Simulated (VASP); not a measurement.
# Zr: single point with PBE

The system is Zr.

```
CELL_PARAMETERS angstrom
0.00000 3.27730 3.27730
3.27730 0.00000 3.27730
3.27730 3.27730 0.00000
ATOMIC_POSITIONS crystal
Zr 0.12500 0.12500 0.12500
Zr 0.87500 0.87500 0.87500
```

This isn't the form of Zr at room conditions, which is hcp.

- Program: VASP 6.6.1
- Task: single point
- Functional: PBE
- Potentials or basis: VASP PAW PBE potentials, release 64 (Zr_sv)
- Cutoff: 520 eV
- k mesh: 10 × 10 × 10
- Occupations: fermi-dirac, width 0.05 eV
- Spin: collinear spin, typed start
- Starting moments: [0.443, 0.443] μB

The pressure is -1.7 GPa. The band gap on the k mesh is none (metal or under the smearing width). The net moment is 2.01 μB per cell. The site moments are Zr +0.76 μB and the valence electrons inside the program's atomic spheres are Zr 9.97.

Levels at points of the mesh, in eV from the Fermi level:
Spin up:
```csv
k point,band 9,band 10,band 11,band 12,band 13,band 14,band 15,band 16,band 17,band 18
"(0.00, 0.00, 0.00)",-4.04,-0.73,-0.73,-0.38,-0.38,-0.38,1.64,1.64,1.64,4.67
"(0.50, 0.00, 0.00)",-2.01,-0.97,-0.64,-0.64,-0.44,-0.44,0.10,2.60,2.60,3.77
"(0.50, 0.50, 0.00)",-1.55,-1.55,-0.38,-0.38,-0.37,-0.37,1.50,1.50,3.71,3.71
```
Spin down:
| k point | band 7 | band 8 | band 9 | band 10 | band 11 | band 12 | band 13 | band 14 | band 15 | band 16 |
| --- | --- | --- | --- | --- | --- | --- | --- | --- | --- | --- |
| (0.00, 0.00, 0.00) | -26.15 | -26.15 | -3.63 | -0.25 | -0.25 | 0.56 | 0.56 | 0.56 | 2.25 | 2.25 |
| (0.50, 0.00, 0.00) | -26.06 | -26.06 | -1.38 | -0.63 | -0.18 | -0.18 | 0.52 | 0.52 | 0.94 | 3.11 |
| (0.50, 0.50, 0.00) | -25.98 | -25.98 | -1.14 | -1.14 | 0.41 | 0.41 | 0.63 | 0.63 | 1.96 | 1.96 |

It took 2.2 min on 1 thread of Intel(R) Xeon(R) Platinum 8259CL CPU @ 2.50GHz (Skylake/Cascade Lake), on a shared host, peak memory 0.29 GiB.
